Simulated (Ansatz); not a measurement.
Elastic constants of ZnSe at 15 GPa (stress–strain coefficients): input and output

All numbers below come from DFT PBEsol, scalar-relativistic, plane waves, PAW in Ansatz.

Launched with:
```bash
ansatz run input.yaml --threads 1 --pin off --max-ram 3072MiB --backend cpu --events-out ev --progress --plain --runs-dir out
```

Input (bare energies are in eV):
```yaml
crystal:
  lattice:
    - [0.0, 2.6704388882, 2.6704388882]
    - [2.6704388882, 0.0, 2.6704388882]
    - [2.6704388882, 2.6704388882, 0.0]
  atoms:
    - { symbol: Zn, position: [0.0, 0.0, 0.0] }
    - { symbol: Se, position: [0.75, 0.75, 0.75] }
basis:
  ecutwfc: 420
kpoints:
  mp_grid: { grid: [10, 10, 10] }
hamiltonian:
  xc: pbesol
scf:
  occupations: { method: fixed }
output:
  forces: true
  stress: true
  eigenvalues: true
  polarization: {}
elastic:
  mode: relaxed_ion
  stencil: two_point
```

From the output:
```
--- Elastic constants: 2 strain directions × 2 members + reference (group order 24) ---
  dense FFT box of the reference and of every strained cell: 27×27×27
  strains applied: 11, 23; error gains: componentwise 1.00 (the most a stress slope's error grows in a printed constant), spectral 1.73 (1 for all six strains in a standard setting)
  C = ∂σ_k/∂η_j (tension-positive GPa; Voigt order 11 22 33 23 13 12):
       145.554    118.732    118.732     -0.000      0.000      0.000
       118.732    145.554    118.732     -0.000      0.000      0.000
       118.732    118.732    145.554     -0.000      0.000      0.000
        -0.000      0.000      0.000     36.384      0.000     -0.000
        -0.000     -0.000      0.000     -0.000     36.384     -0.000
         0.000     -0.000      0.000      0.000     -0.000     36.384
  reference stress σ⁰ (GPa):    -14.990    -14.990    -14.990     -0.000      0.000      0.000
  C* (energy form; C + prestress term) asymmetry max|C*_kj − C*_jk| = 2.842e-14 GPa — a small one proves nothing (zero by symmetry where the batch's group is 432, −43m or m−3m); a large one is finite-difference/SCF noise where every solve ...
  moduli (Voigt/Reuss/Hill, GPa): K = 127.67/127.67/127.67   G = 27.20/21.59/24.39   E = 68.80   ν = 0.410
  mechanically stable: yes (min eigenvalue of sym C = 26.82 GPa)
  e, the proper piezoelectric tensor (elastic.mode: relaxed_ion; C/m²; rows x y z; Voigt order 11 22 33 23 13 12):
       0.00000   -0.00000   -0.00000   -0.34186   -0.00000   -0.00000
      -0.00000   -0.00000    0.00000    0.00000   -0.34186   -0.00000
      -0.00000    0.00000    0.00000   -0.00000   -0.00000   -0.34186
  ±, each entry's uncertainty from the finite density of the strings (C/m²), an estimate: the size of the correction for it that the entry includes:
       0.00000    0.00000    0.00000    0.00304    0.00000    0.00000
       0.00000    0.00000    0.00000    0.00000    0.00304    0.00000
       0.00000    0.00000    0.00000    0.00000    0.00000    0.00304
  the group's symmetry takes up to 4.4e-9 C/m² out of the measured responses: error of the strings' finite density and of the mesh across them, as far as it breaks the symmetry (raise kpoints.mp_grid and any string_points); the largest step ...
  strain η (Voigt 11):  stress-route row diagonal C_11 = 145.55 GPa, energy-path curvature d²(F+E_count+ΔE)/dδ²/Ω₀ = 145.89 GPa
         δ    σ_11 (GPa) F (eV) n_scf n_hpsi n_pw
    -2.000e-3     -15.2819       -8706.1813166      10   48684    756   relax 0 steps, max|allowed force component| 4.16e-17 eV/Å
     2.000e-3     -14.6997       -8706.1955738      10   43270    761   relax 0 steps, max|allowed force component| 4.16e-17 eV/Å
  strain η (Voigt 23):  stress-route row diagonal C_44 = 36.38 GPa, energy-path curvature d²(F+E_count+ΔE)/dδ²/Ω₀ = 44.22 GPa
         δ    σ_23 (GPa) F (eV) n_scf n_hpsi n_pw
    -2.000e-3      -0.0728       -8706.1884927       7   51971    759   relax 3 steps, max|allowed force component| 2.07e-7 eV/Å
     2.000e-3       0.0728       -8706.1884927       7   51914    759   relax 3 steps, max|allowed force component| 1.93e-7 eV/Å
--- Formal polarisation (Berry phase): one branch of a lattice of values; only differences between neighbouring runs are physical ---
  axis mesh electronic ionic p = total spread (rad) least overlap resolved gap  δp at fixed H ≤   (phases in cycles; p mod 2; gap in eV; gap and δp judge the states as solved, not the mesh's step, its ...
  b1    10×10×10        0.50000000    12.00000000    12.50000000      0.209833         0.8675        1.9110           4.4e-6
  b2    10×10×10        0.50000000    12.00000000    12.50000000      0.209833         0.8675        1.9110           4.4e-6
  b3    10×10×10        0.50000000    12.00000000    12.50000000      0.209833         0.8675        1.9110           4.4e-6
  quantum along a1:   0.19831233 e/Å² =   317.731376 µC/cm²
  quantum along a2:   0.19831233 e/Å² =   317.731376 µC/cm²
  quantum along a3:   0.19831233 e/Å² =   317.731376 µC/cm²
  P = (  1.75284989,   1.75284989,   1.75284989) e/Å² = ( 2808.375135,  2808.375135,  2808.375135) µC/cm²  (mod the quanta)
```

It took 2 min on 1 thread of Intel(R) Xeon(R) Platinum 8488C (Sapphire Rapids), with other jobs on the host, peak memory 0.65 GiB.

The real crystal has changed phase below this pressure.